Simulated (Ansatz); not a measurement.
SnTe under changes of volume

One of the cells (47.091 Å³/atom); the others are scaled copies at fixed shape and fractional positions:

```
Te Sn
1.0
     0.00000    3.61115    3.61115
     3.61115    0.00000    3.61115
     3.61115    3.61115    0.00000
Te Sn
1 1
Direct
  0.25000 0.25000 0.25000
  0.00000 0.00000 0.00000
```

Measurements of this composition are mostly on another form, of space group No. 225.

```yaml
Program: Ansatz 0.2.0
Functional: PBEsol
Potentials_or_basis: all-electron LAPW, scalar-relativistic
Cutoff: 205 eV (chosen from the basis error)
Basis_error_allowed: 0.0005 eV/atom
k_mesh: 7 × 7 × 7
Occupations: fermi-dirac, width 0.05 eV
Spin: no spin polarisation
```

```csv
volume (Å³/atom),energy over the lowest point (meV/atom),pressure (GPa),gap on the mesh (eV)
44.265,0.00,0.1,0.13
45.207,0.79,-0.4,0.19
46.149,4.64,-0.9,0.24
47.091,?,?,?
48.033,20.53,-1.8,0.33
48.974,32.04,-2.2,0.37
49.916,45.64,-2.5,0.41
```

What does the run at 47.091 Å³/atom give?

Energy over the lowest point 11.31 meV/atom; pressure -1.4 GPa; gap on the mesh 0.29 eV.

Worked out: A Birch-Murnaghan fit of order 3 (a polynomial in V^(-2/3)) to the other rows has its minimum at 44.51 Å³/atom with B0 = V·E''(V) = 27 GPa and B' = 3.6. It gives 11.32 meV/atom at 47.091 Å³/atom, against the run's 11.31, and -dE/dV = -1.4 GPa, against -1.4. A straight line through the other rows of the gap, of slope 2.3 eV per unit of ln V, gives 0.28 eV, against the run's 0.29.

Energies are extrapolated to zero smearing.

Caveats: spin-orbit coupling is left out, which moves the levels of the heavy elements; an odd mesh through Γ misses points on the zone boundary, where band edges often lie.
